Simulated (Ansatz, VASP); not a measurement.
**AlN in VASP and in Ansatz**

The input INCAR:

```
ALGO = Normal ; EDIFF = 1E-6
ENCUT = 520 ; GGA = PS
ISIF = 2 ; ISMEAR = 0
LASPH = True ; LCHARG = False
LREAL = False ; LWAVE = False
NBANDS = 11 ; NELM = 100
PREC = Accurate ; SIGMA = 0.05
```

The input KPOINTS:

```
k-points
0
Gamma
  10 10 10
```

Contents of POSCAR:

```
AlN
1.0
    0.2740288835      2.3292455100      2.3292455100
    2.3292455100      0.2740288835      2.3292455100
    2.3292455100      2.3292455100      0.2740288835
Al N
1 1
Direct
    0.0000000000      0.0000000000      0.0000000000
    0.7500000000      0.7500000000      0.7500000000
```

Input for Ansatz:

```yaml
crystal:
  lattice:
    - [0.2740288835, 2.32924551, 2.32924551]
    - [2.32924551, 0.2740288835, 2.32924551]
    - [2.32924551, 2.32924551, 0.2740288835]
  atoms:
    - { symbol: Al, position: [0.0, 0.0, 0.0] }
    - { symbol: "N", position: [0.75, 0.75, 0.75] }
basis:
  ecutwfc: 420
kpoints:
  mp_grid: { grid: [10, 10, 10] }
hamiltonian:
  xc: pbesol
scf:
  occupations: { method: gaussian, width: 0.05 }
output:
  forces: true
  stress: true
  eigenvalues: true
```

Alike in both runs: task single point; functional PBEsol; k mesh 10 × 10 × 10; occupations gaussian, width 0.05 eV; no spin polarisation.

|  | VASP | Ansatz |
| --- | --- | --- |
| version | VASP 6.6.1 | Ansatz 0.2.0 |
| potentials or method | VASP PAW PBE potentials, release 64 (Al, N) | scalar-relativistic, plane waves, PAW |
| plane-wave cutoff (eV) | 520 | 420 |
| valence electrons in the cell | 8 | 8 |

```csv
,VASP,Ansatz,Ansatz less VASP
gap on the k mesh at the Fermi level (eV),2.47,2.49,+0.017
least direct gap on the mesh (eV),2.53,2.53,-0.001
pressure (GPa),9.6,9.4,-0.14
largest component of the traceless stress (GPa),24.36,24.09,-0.264
rms of the force components (eV/Å),0.420,0.406,-0.0141
```

Atom by atom the forces differ by 0.014 eV/Å (rms over components). The functional is the same, so the differences come from potentials, cutoffs and numerics.

Caveats: the PAW data sets were made with another functional, which shifts forces and pressure a little (VASP). A k mesh can miss the band edges. Expect the measured gap to be larger: semilocal functionals such as PBEsol lack the derivative discontinuity.
